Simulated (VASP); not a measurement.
# Al in VASP: a series of runs

One slab, Al, is run at these levels: PBEsol; tasks: single point, relaxation of the atoms.

Program: VASP 6.6.1. These are calculated values, not measurements. Logs are shortened: lines on timing, memory, paths and dates and some standing lists are left out, and cuts for length are marked.

### Step 1. The structure

The cell holds a slab with vacuum, 7 atoms: a = 2.839 Å, b = 2.839 Å, c = 27.047 Å, α = 90.00°, β = 90.00°, γ = 90.00°.

The slab is cut from a database's or a generator's crystal, which needn't be the stable form of the element.

### Step 2. Single point, PBEsol

INCAR

```
ALGO = Normal
DIPOL = 0.5 0.5 0.500
EDIFF = 1E-6
ENCUT = 520
GGA = PS
ICORELEVEL = 1
IDIPOL = 3
ISIF = 2
ISMEAR = 1
KPAR = 4
LASPH = T
LCHARG = F
LDIPOL = T
LREAL = F
LVACPOTAV = T
LVHAR = T
LWAVE = F
NBANDS = 20
NELM = 80
PREC = Accurate
SIGMA = 0.1
```

KPOINTS

```
k-points
0
Gamma
  14 14 1
```

POSCAR

```
Al
1.0
    2.8394891000      0.0000000000      0.0000000000
    0.0000000000      2.8394891000      0.0000000000
    0.0000000000      0.0000000000     27.0469320000
Al
7
Direct
    0.5000000000      0.5000000000      0.2772957800
    0.0000000000      0.0000000000      0.3515305200
    0.5000000000      0.5000000000      0.4257652600
    0.0000000000      0.0000000000      0.5000000000
    0.5000000000      0.5000000000      0.5742347400
    0.0000000000      0.0000000000      0.6484694800
    0.5000000000      0.5000000000      0.7227042200
```

Potentials or basis: VASP PAW PBE potentials, release 64 (Al).

Launch:

```
cat potpaw_PBE.64/Al/POTCAR > POTCAR
mpirun -np 4 vasp_std > vasp.out
```

OUTCAR:

```text
EDIFF = 1E-6
   ENCUT = 520
   GGA = PS
   ISIF = 2
   ISMEAR = 1
   LASPH = T
   LREAL = F
   NELM = 80
   PREC = Accurate

 ion  position               nearest neighbor table
   1  0.500  0.500  0.277-   2 2.84   2 2.84   2 2.84   2 2.84
   2  0.000  0.000  0.352-   1 2.84   1 2.84   1 2.84   1 2.84   3 2.84   3 2.84   3 2.84   3 2.84

   3  0.500  0.500  0.426-   2 2.84   4 2.84   2 2.84   4 2.84   2 2.84   4 2.84   2 2.84   4 2.84

   4  0.000  0.000  0.500-   3 2.84   5 2.84   3 2.84   5 2.84   3 2.84   5 2.84   3 2.84   5 2.84

   5  0.500  0.500  0.574-   4 2.84   6 2.84   4 2.84   6 2.84   4 2.84   6 2.84   4 2.84   6 2.84

   6  0.000  0.000  0.648-   7 2.84   7 2.84   7 2.84   7 2.84   5 2.84   5 2.84   5 2.84   5 2.84

   7  0.500  0.500  0.723-   6 2.84   6 2.84   6 2.84   6 2.84

  LATTYP: Found a simple tetragonal cell.
 ALAT       =     2.8394891000
 C/A-ratio  =     9.5252811500

  Lattice vectors:

 A1 = (   2.8394891000,   0.0000000000,   0.0000000000)
 A2 = (   0.0000000000,   2.8394891000,   0.0000000000)
 A3 = (   0.0000000000,   0.0000000000,  27.0469320000)

Analysis of symmetry for initial positions (statically):
=====================================================================
 Subroutine PRICEL returns:
 Original cell was already a primitive cell.

 Routine SETGRP: Setting up the symmetry group for a
 simple tetragonal supercell.

 Subroutine GETGRP returns: Found 16 space group operations
 (whereof 16 operations were pure point group operations)
 out of a pool of 16 trial point group operations.

The static configuration has the point symmetry D_4h.

Analysis of symmetry for dynamics (positions and initial velocities):
=====================================================================
 Subroutine PRICEL returns:
 Original cell was already a primitive cell.

 Routine SETGRP: Setting up the symmetry group for a
 simple tetragonal supercell.

 Subroutine GETGRP returns: Found 16 space group operations
 (whereof 16 operations were pure point group operations)
 out of a pool of 16 trial point group operations.

The dynamic configuration has the point symmetry D_4h.

 Subroutine INISYM returns: Found 16 space group operations
 (whereof 16 operations are pure point group operations),
 and found     1 'primitive' translations

----------------------------------------------------------------------------------------

                                     Primitive cell

  volume of cell :     218.0713

  direct lattice vectors                    reciprocal lattice vectors
     2.839489100  0.000000000  0.000000000     0.352176031  0.000000000  0.000000000
     0.000000000  2.839489100  0.000000000     0.000000000  0.352176031  0.000000000
     0.000000000  0.000000000 27.046932000     0.000000000  0.000000000  0.036972770

  length of vectors
     2.839489100  2.839489100 27.046932000     0.352176031  0.352176031  0.036972770

  position of ions in fractional coordinates (direct lattice)
     0.500000000  0.500000000  0.277295780
     0.000000000  0.000000000  0.351530520
     0.500000000  0.500000000  0.425765260
     0.000000000  0.000000000  0.500000000
     0.500000000  0.500000000  0.574234740
     0.000000000  0.000000000  0.648469480
     0.500000000  0.500000000  0.722704220

  ion indices of the primitive-cell ions
   primitive index   ion index
                 1           1
                 2           2
                 3           3
                 4           4
                 5           5
                 6           6
                 7           7

----------------------------------------------------------------------------------------

 KPOINTS: k-points

Automatic generation of k-mesh.
 Grid dimensions read from file:
 generate k-points for:   14   14    1

 Generating k-lattice:

  Cartesian coordinates                     Fractional coordinates (reciprocal lattice)
     0.025155431  0.000000000  0.000000000     0.071428571  0.000000000  0.000000000
     0.000000000  0.025155431  0.000000000     0.000000000  0.071428571  0.000000000
     0.000000000  0.000000000  0.036972770     0.000000000  0.000000000  1.000000000

  Length of vectors
     0.025155431  0.025155431  0.036972770

  Shift w.r.t. Gamma in fractional coordinates (k-lattice)
     0.000000000  0.000000000  0.000000000

 Subroutine IBZKPT returns following result:
 ===========================================

 Found     36 irreducible k-points:

 Following reciprocal coordinates:
            Coordinates               Weight
  0.000000  0.000000  0.000000      1.000000
  0.071429  0.000000  0.000000      4.000000
  0.142857  0.000000  0.000000      4.000000
  0.214286  0.000000  0.000000      4.000000
  0.285714  0.000000  0.000000      4.000000
  0.357143  0.000000  0.000000      4.000000
[... 16 lines left out ...]
  0.285714  0.214286  0.000000      8.000000
  0.357143  0.214286  0.000000      8.000000
 [... further k-points ...]
   k-points           NKPTS =     36   k-points in BZ     NKDIM =     36   number of bands    NBANDS=     20
   number of dos      NEDOS =    301   number of ions     NIONS =      7
   total plane-waves  NPLWV = 120960
   dimension x,y,z NGX =    24 NGY =   24 NGZ =  210
   dimension x,y,z NGXF=    48 NGYF=   48 NGZF=  420
   ions per type =               7
   NGX,Y,Z   is equivalent  to a cutoff of  14.05, 14.05, 12.91 a.u.
   NGXF,Y,Z  is equivalent  to a cutoff of  28.10, 28.10, 25.82 a.u.
 SYSTEM =  unknown system
   PREC   = accura    normal or accurate (medium, high low for compatibility)
   ISTART =      0    job   : 0-new  1-cont  2-samecut
   ICHARG =      2    charge: 1-file 2-atom 10-const
   ISPIN  =      1    spin polarized calculation?
   LNONCOLLINEAR =      F non collinear calculations
   LSORBIT =      F    spin-orbit coupling
   LASPH  =      T    aspherical Exc in radial PAW
   ENCUT  =  520.0 eV  38.22 Ry    6.18 a.u.   5.28  5.28 50.29*2*pi/ulx,y,z
   NELM   =     80;   NELMIN=  2; NELMDL= -5     # of ELM steps
   EDIFF  = 0.1E-05   stopping-criterion for ELM
   LREAL  =      F    real-space projection
   EDIFFG = 0.1E-04   stopping-criterion for IOM
   NSW    =      0    number of steps for IOM
   IBRION =     -1    ionic relax: 0-MD 1-quasi-New 2-CG
   NFREE  =      0    steps in history (QN), initial steepest desc. (CG)
   ISIF   =      2    stress and relaxation
   ISYM   =      2    0-nonsym 1-usesym 2-fastsym
   POTIM  = 0.5000    time-step for ionic-motion
   TEBEG  =    0.0;   TEEND  =   0.0 temperature during run
   PSTRESS=    0.0 pullay stress
   NELECT =      21.0000    total number of electrons
   NUPDOWN=      -1.0000    fix difference up-down
   EMIN   =  10.00;   EMAX   =-10.00  energy-range for DOS
   EFERMI =   0.00;   METHOD = LEGACY
   ISMEAR =     1;   SIGMA  =   0.10  broadening in eV -4-tet -1-fermi 0-gaus
   EFERMI_NEDOS =   21; number of points for ismear=-14 and -15
   IALGO  =     38    algorithm
   IMIX   =      4    mixing-type and parameters
     AMIX     =   0.40;   BMIX     =  1.00
     AMIX_MAG =   1.60;   BMIX_MAG =  1.00
  volume/ion in A,a.u.               =      31.15       210.23
  Fermi-wavevector in a.u.,A,eV,Ry     =   0.750381  1.418014  7.661053  0.563072
  Thomas-Fermi vector in A             =   1.847119
   LORBIT       =      0    0 simple, 1 ext, 2 COOP (PROOUT), +10 PAW based schemes
   GGA     = PS    functional components
   LHFCALC =     F    Hartree Fock is set to
   AEXX    =    0.0000 exact exchange contribution
   IVDW    =     0    specifies the selected vdW correction
   LEPSILON=     F    determine dielectric tensor
   LRPA    =     F    only Hartree local field effects (RPA)
 non-spin polarized calculation
 Methfessel and Paxton  Order N= 1 SIGMA  =   0.10
  energy-cutoff  :      520.00
  volume of cell :      218.07
 maximum number of plane-waves:      5925
 NGX is ok and might be reduce to    24
   NGX = 11   NGY = 11   NGZ =101

 dipolmoment           0.000000      0.000000      0.000000 electrons x Angstroem

 number of electron      21.0000000 magnetization

 dipolmoment           0.000000      0.000000     -0.000000 electrons x Angstroem

 Free energy of the ion-electron system (eV)
  ---------------------------------------------------
  ext. energy  EPLUGINS =         0.00000000
  ---------------------------------------------------
  free energy    TOTEN  =       -27.52079841 eV

  energy without entropy =      -27.52081014  energy(sigma->0) =      -27.52080232

 the core state eigenenergies are
   1-  1s  -1504.0253  2s   -101.2139  2p    -62.6775
   2-  1s  -1503.9066  2s   -101.1592  2p    -62.6178
   3-  1s  -1503.8807  2s   -101.1364  2p    -62.5949
   4-  1s  -1503.8581  2s   -101.1150  2p    -62.5734
   5-  1s  -1503.8807  2s   -101.1364  2p    -62.5949
   6-  1s  -1503.9066  2s   -101.1592  2p    -62.6178
   7-  1s  -1504.0253  2s   -101.2139  2p    -62.6775

 E-fermi :   2.1949     XC(G=0):  -6.0835

 val. band max:        2.1758190530   @ k =   0.2857   0.2857   0.0000
 cond. band min:       2.2030739244   @ k =   0.4286   0.1429   0.0000
 fundamental gap:      0.0272548714
 Fermi energy:         2.1948849053

 k-point     1 :       0.0000    0.0000    0.0000
  band No.  band energies     occupation
      1      -8.8762      2.00000
      2      -8.3800      2.00000
      3      -7.5400      2.00000
      4      -6.4087      2.00000
      5      -5.0033      2.00000
      6      -3.3327      2.00000
[... 12 lines left out ...]
     19       8.4632      0.00000
     20       8.6061      0.00000

 k-point     2 :       0.0714    0.0000    0.0000
  band No.  band energies     occupation
      1      -8.7826      2.00000
      2      -8.2868      2.00000
      3      -7.4473      2.00000
      4      -6.3166      2.00000
      5      -4.9120      2.00000
      6      -3.2422      2.00000
[... 498 lines left out ...]
 k-point    24 :       0.3571    0.2143    0.0000
  band No.  band energies     occupation
      1      -5.7323      2.00000
      2      -5.2465      2.00000
      3      -4.4229      2.00000
      4      -3.3135      2.00000
      5      -1.9360      2.00000
      6      -0.7413      2.00000
[... 12 lines left out ...]
     19       6.5757      0.00000
     20       6.7224      0.00000

 [... further k-points ...]

------------------------ aborting loop because EDIFF is reached ----------------------------------------

  FORCE on cell =-STRESS in cart. coord.  units (eV):
  Direction    XX          YY          ZZ          XY          YZ          ZX
  --------------------------------------------------------------------------------------
  -------------------------------------------------------------------------------------
  Total       -1.4883043     -1.4883043     -0.0011019      0.0000000      0.0000000     -0.0000000
  in kB      -10.9346254    -10.9346254     -0.0080960      0.0000000      0.0000000     -0.0000000
  external PRESSURE =      -7.2924490 kB  Pullay stress =       0.0000000 kB

 VOLUME and BASIS-vectors are now :
 -----------------------------------------------------------------------------
  energy-cutoff  :      520.00
  volume of cell :      218.07
      direct lattice vectors                 reciprocal lattice vectors
     2.839489100  0.000000000  0.000000000     0.352176031  0.000000000  0.000000000
     0.000000000  2.839489100  0.000000000     0.000000000  0.352176031  0.000000000
     0.000000000  0.000000000 27.046932000     0.000000000  0.000000000  0.036972770

 POSITION                                       TOTAL-FORCE (eV/Angst)
 -----------------------------------------------------------------------------------
      1.41974      1.41974      7.50000         0.000000     -0.000000     -0.047408
      0.00000      0.00000      9.50782         0.000000     -0.000000      0.016894
      1.41974      1.41974     11.51564         0.000000     -0.000000      0.108233
      0.00000      0.00000     13.52347         0.000000     -0.000000     -0.000000
      1.41974      1.41974     15.53129         0.000000     -0.000000     -0.108233
      0.00000      0.00000     17.53911         0.000000     -0.000000     -0.016894
      1.41974      1.41974     19.54693         0.000000      0.000000      0.047408
 -----------------------------------------------------------------------------------
    total drift:                                0.000000     -0.000000     -0.000000

  FREE ENERGIE OF THE ION-ELECTRON SYSTEM (eV)
  ---------------------------------------------------
  free  energy   TOTEN  =       -27.5207984076 eV

  energy  without entropy=      -27.5208101357  energy(sigma->0) =      -27.52080232

 vacuum level on the upper side and lower side of the slab         6.530         6.530
```

Run time: 81 s. Hardware: 4 MPI ranks of Intel Xeon Platinum 8488C (Sapphire Rapids), shared host; peak memory 0.38 GiB.

What came out:

```yaml
Free_energy: -27.5208 eV
Largest_force: 0.108 eV/Å
Band_gap_on_the_k_mesh: none (metal or under the smearing width)
Work_function_of_the_upper_face: 4.34 eV
Work_function_of_the_lower_face: 4.34 eV
```

Forces on the atoms (eV/Å):
```
Al   0.000  0.000 -0.047
Al   0.000  0.000  0.017
Al   0.000  0.000  0.108
Al   0.000  0.000  0.000
Al   0.000  0.000 -0.108
Al   0.000  0.000 -0.017
Al   0.000  0.000  0.047
```

Core levels (eV, on the scale of the bands):
| atom | levels |
| --- | --- |
| 1 Al | 1s -1504.0, 2s -101.2, 2p -62.7 |
| 2 Al | 1s -1503.9, 2s -101.2, 2p -62.6 |
| 3 Al | 1s -1503.9, 2s -101.1, 2p -62.6 |
| 4 Al | 1s -1503.9, 2s -101.1, 2p -62.6 |
| 5 Al | 1s -1503.9, 2s -101.1, 2p -62.6 |
| 6 Al | 1s -1503.9, 2s -101.2, 2p -62.6 |

Caveat: the PAW data sets were made with another functional, which shifts forces and pressure a little.

### Step 3. Relaxation of the atoms, PBEsol

INCAR

```
ALGO = Normal
DIPOL = 0.5 0.5 0.500
EDIFF = 1E-6
EDIFFG = -0.02
ENCUT = 520
GGA = PS
IBRION = 2
IDIPOL = 3
ISIF = 2
ISMEAR = 1
KPAR = 4
LASPH = T
LCHARG = F
LDIPOL = T
LREAL = F
LWAVE = F
NELM = 80
NSW = 80
PREC = Accurate
SIGMA = 0.1
```

KPOINTS is that of step 2.

POSCAR is that of step 2.

Potentials or basis: VASP PAW PBE potentials, release 64 (Al).

Launch:

```
cat potpaw_PBE.64/Al/POTCAR > POTCAR
mpirun -np 4 vasp_std > vasp.out
```

It took 1.8 min on 4 MPI ranks of Intel Xeon Platinum 8488C (Sapphire Rapids), shared host; peak memory 0.38 GiB.

The run converged. Its results:

```
Free energy                  : -27.5238 eV
Energy gained by relaxing    : 0.4 meV/atom
Ionic steps                  : 5
Largest force after relaxing : 0.017 eV/Å
Band gap on the k mesh       : none (metal or under the smearing width)
```

Forces on the atoms (eV/Å):
```
Al   0.000  0.000  0.000
Al   0.000  0.000  0.017
Al   0.000  0.000 -0.003
Al   0.000  0.000  0.000
Al   0.000  0.000  0.003
Al   0.000  0.000 -0.017
Al   0.000  0.000  0.000
```

The path:
```tsv
step	energy change (eV)	largest force (eV/Å)	pressure (GPa)
1	0.0000	0.1082	-0.73
2	-0.0012	0.0797	-0.74
3	-0.0028	0.0296	-0.78
4	-0.0029	0.0301	-0.78
5	-0.0030	0.0165	-0.79
```

Final structure:
```
Al
1.0
     2.83949    0.00000    0.00000
     0.00000    2.83949    0.00000
     0.00000    0.00000   27.04693
Al
7
Direct
  0.50000 0.50000 0.27691
  0.00000 0.00000 0.35175
  0.50000 0.50000 0.42657
  0.00000 0.00000 0.50000
  0.50000 0.50000 0.57343
  0.00000 0.00000 0.64825
  0.50000 0.50000 0.72309
```

Levels at points of the mesh, in eV from the Fermi level:
```tsv
k point	band 9	band 10	band 11	band 12	band 13	band 14
(0.00, 0.00, 0.00)	0.32	2.23	3.61	4.52	4.66	5.43
(0.50, 0.00, 0.00)	-2.86	-2.69	-1.31	-1.02	0.50	1.14
(0.50, 0.50, 0.00)	-0.97	-0.85	-0.50	-0.50	-0.35	0.17
```

Caveat: the PAW data sets were made with another functional, which shifts forces and pressure a little.

(Continued in part 2 of 2.)
